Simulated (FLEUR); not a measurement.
Crystal: V, a slab with vacuum.

```
V
1.0
     2.67993    0.00000    0.00000
    -1.33997    2.32089    0.00000
     0.00000    0.00000   25.94079
V
6
Cartesian
  1.3400 0.7736 7.5000
  0.0000 1.5473 9.6882
  0.0000 0.0000 11.8763
  1.3400 0.7736 14.0645
  0.0000 1.5473 16.2526
  0.0000 0.0000 18.4408
```

The slab is cut from a database's or a generator's crystal, which needn't be the stable form of the element.

The cell isn't the ideal one: the (1 1 1) slab of V, cut from the database cell, not relaxed.

Base run:

- Program: FLEUR MaX-R8.1 (later development tree)
- Functional: PBE
- Potentials or basis: all-electron
- Basis: FLAPW
- Kmax: 4.28 1/bohr
- k mesh: 11 × 11 × 1
- Occupations: fermi-dirac, width 0.05 eV
- Spin: collinear spin, ferromagnetic start
- Starting moments: [2.0, 2.0, 2.0, 2.0, 2.0, 2.0] μB

Its results: band gap on the k mesh none (metal or under the smearing width); net moment 1.58 μB per cell; site moments V +0.54, -0.01, +0.07 μB.

Q: The run is repeated on the same cell with these changes: k mesh from 11 × 11 × 1 to 8 × 8 × 1; spin from collinear spin, ferromagnetic start to collinear spin, ferromagnetic start, spin-orbit coupling. What comes out?

A: Band gap on the k mesh none (metal or under the smearing width); net moment 1.44 μB per cell; site moments V +0.47, +0.03, +0.06 μB.

Several settings changed at once, so the effect can't be laid on one alone.

Caveats: spin-orbit coupling is added in second variation on a limited number of bands (some runs).

Not every run made on this cell is shown here.
